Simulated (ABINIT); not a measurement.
ZrS2 in ABINIT: the effect of potentials

Crystal: ZrS2.

```
Zr S
1.0
     3.69138    0.00000    0.00000
    -1.84569    3.19683    0.00000
     0.00000    0.00000    6.04108
Zr S
1 2
Direct
  0.00000 0.00000 0.00000
  0.33333 0.66667 0.23791
  0.66667 0.33333 0.76209
```

The cell is a database's computed one.

Alike in all runs:

```yaml
Program: ABINIT 10.8.3 (patched build)
Task: band structure
Functional: r2SCAN
k_mesh: 6 × 6 × 4
Occupations: fermi-dirac, width 0.05 eV
Spin: no spin polarisation
```

Question: One run gave: gap on the mesh 1.37 eV; pressure -0.5 GPa; largest force 0.08 eV/Å. Which potentials did it use?
A. Ansatz PAW PBE default generated set, frozen core
B. SG15 NC PBE v1.2
C. PseudoDojo NC SR PBE v0.4.1 standard
D. JTH PAW PBE v2.0

Answer: C.

```csv
potentials,cutoff,gap on the mesh (eV),pressure (GPa),largest force (eV/Å)
"Ansatz PAW PBE default generated set, frozen core",490 eV,1.38,-0.1,0.03
JTH PAW PBE v2.0,653 eV,1.38,0.0,0.05
SG15 NC PBE v1.2,980 eV,1.41,0.0,0.02
PseudoDojo NC SR PBE v0.4.1 standard,1088 eV,1.37,-0.5,0.08
```

Caveats: the PAW data sets were made with another functional, which shifts forces and pressure a little (some runs); the potentials were made for another functional, which shifts forces and pressure (some runs); the atomic spheres overlap (some runs); a meta-GGA on potentials with a model core is unreliable (some runs).

A k mesh can miss the band edges.
